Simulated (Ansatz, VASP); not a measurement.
CaF2 (Fluorite): VASP beside Ansatz

File INCAR:

```
  PREC = Accurate
  ENCUT = 600
  EDIFF = 1E-7
  ISMEAR = 0
  SIGMA = 0.02
  LREAL = False
  LASPH = True
  NELM = 100
  ALGO = Normal
  ISIF = 3
  LWAVE = False
  LCHARG = False
  GGA = PE
  IBRION = 2
  NSW = 100
  EDIFFG = -0.005
```

The input KPOINTS:

```
regular mesh
0
Gamma
  8 8 8
```

The input POSCAR:

```
CaF2
1.0
    0.0000000000      2.7310000000      2.7310000000
    2.7310000000      0.0000000000      2.7310000000
    2.7310000000      2.7310000000      0.0000000000
Ca F
1 2
Direct
    0.0000000000      0.0000000000      0.0000000000
    0.2500000000      0.2500000000      0.2500000000
    0.7500000000      0.7500000000      0.7500000000
```

Input for Ansatz:

```yaml
crystal:
  lattice:
    - [0.0, 2.731, 2.731]
    - [2.731, 0.0, 2.731]
    - [2.731, 2.731, 0.0]
  atoms:
    - { symbol: Ca, position: [0.0, 0.0, 0.0] }
    - { symbol: F, position: [0.25, 0.25, 0.25] }
    - { symbol: F, position: [0.75, 0.75, 0.75] }
basis:
  ecutwfc: 420
kpoints:
  mp_grid: { grid: [8, 8, 8] }
hamiltonian:
  xc: pbe
scf:
  occupations: { method: gaussian, width: 0.02 }
output:
  forces: true
  stress: true
  eigenvalues: true
relax:
  adjacent_minimum: "off"
  f_tol: 0.005
  max_steps: 80
  cell: { stress_tol: 0.05 }
```

Alike in both runs: task relaxation of cell and atoms; functional PBE; k mesh 8 × 8 × 8; occupations gaussian, width 0.02 eV; no spin polarisation.

|  | VASP | Ansatz |
| --- | --- | --- |
| version | VASP 6.6.1 | Ansatz 0.2.0 |
| potentials or method | VASP PAW PBE potentials, release 64 (Ca_sv, F) | scalar-relativistic, plane waves, PAW |
| plane-wave cutoff (eV) | 600 | 420 |
| valence electrons in the cell | 24 | 24 |

Ansatz gave:

| Quantity | Value |
| --- | --- |
| gap on the k mesh at the Fermi level, each at its own relaxed structure (eV) | 7.14 |
| relaxed volume (Å³/atom) | 13.94 |
| relaxed cell length with the largest relative difference (Å) | 3.896 |
| energy change over the relaxation (meV/atom) | -2 |

Question: Estimate VASP's values.

Answer: gap on the k mesh at the Fermi level, each at its own relaxed structure (eV): 7.11; relaxed volume (Å³/atom): 13.98; relaxed cell length with the largest relative difference (Å): 3.899; energy change over the relaxation (meV/atom): -3.

A k mesh can miss the band edges. PBE usually gives volumes a little too large and moduli too small. Zero-point motion and thermal expansion aren't in these numbers.
